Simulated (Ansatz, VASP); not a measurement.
## Tl: VASP beside Ansatz

```
Tl
1.0
     2.95555    0.00000    0.00000
     0.00000    2.95555    0.00000
     0.00000    0.00000    2.95555
Tl
1
Cartesian
  0.0000 0.0000 0.0000
```

Alike in both runs: task single point; functional LDA; k mesh 12 × 12 × 12; occupations fermi-dirac, width 0.1 eV; no spin polarisation.

|  | VASP | Ansatz |
| --- | --- | --- |
| version | VASP 6.6.1 | Ansatz 0.2.0 |
| potentials or method | VASP PAW LDA potentials, release 64 (Tl_d) | plane waves (420 eV) with PAW, scalar-relativistic |
| plane-wave cutoff (eV) | 520 | 420 |
| valence electrons in the cell | 13 | 13 |

|  | VASP | Ansatz | Ansatz less VASP |
| --- | --- | --- | --- |
| pressure (GPa) | 6.9 | 6.7 | -0.16 |

Ansatz warned: «pseudo_functional_mismatch».

Spin-orbit coupling is left out, which matters for the levels of Tl.
